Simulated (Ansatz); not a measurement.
Runs of Ansatz 0.2.0 on KI. It takes space group Fm-3m (No. 225, cubic). Conventional cell: a = 7.066 Å, b = 7.066 Å, c = 7.066 Å, α = 90.00°, β = 90.00°, γ = 90.00°. I (site symmetry m-3m) is surrounded by 6 K at 3.53 Å. K (site symmetry m-3m) has 6 I at 3.53 Å as nearest neighbours. 

| task | level | cutoff (eV) | points for each segment of the path | gap on the mesh (eV) | pressure (GPa) | V0 of scaled cells (Å³/atom) | B0 (GPa) |
| --- | --- | --- | --- | --- | --- | --- | --- |
| band structure | PBEsol | 420 | 14 | 3.82 | -0.3 | - | - |
| band structure | r2SCAN | 500 | 14 | (c) | (b) | - | - |
| band structure | LDA | 420 | 14 | 3.61 | -1.3 | - | - |
| equation of state | PBEsol | 420 | - | - | - | 43.00 | 12 |
| equation of state | r2SCAN | 500 | - | - | - | (a) | 12 |

Alike in all rows: potentials or basis Ansatz PAW; no spin polarisation; cell as given; k mesh 7 × 7 × 7; smearing fermi-dirac 0.05 eV.

Q: Estimate the missing entries.

A: (a) 44.60; (b) 0.1; (c) 4.61.

Caveats: spin-orbit coupling is left out, which moves the levels of the heavy elements (some runs); the PAW data sets come from PBE, with cores solved anew for the run's functional, which leaves a small shift of forces and pressure (some runs); the PAW data sets were made with another functional, which shifts forces and pressure a little (some runs).

A k mesh can miss the band edges, and the runs leave out spin-orbit coupling on I.

Runs at the PBE level aren't shown here.
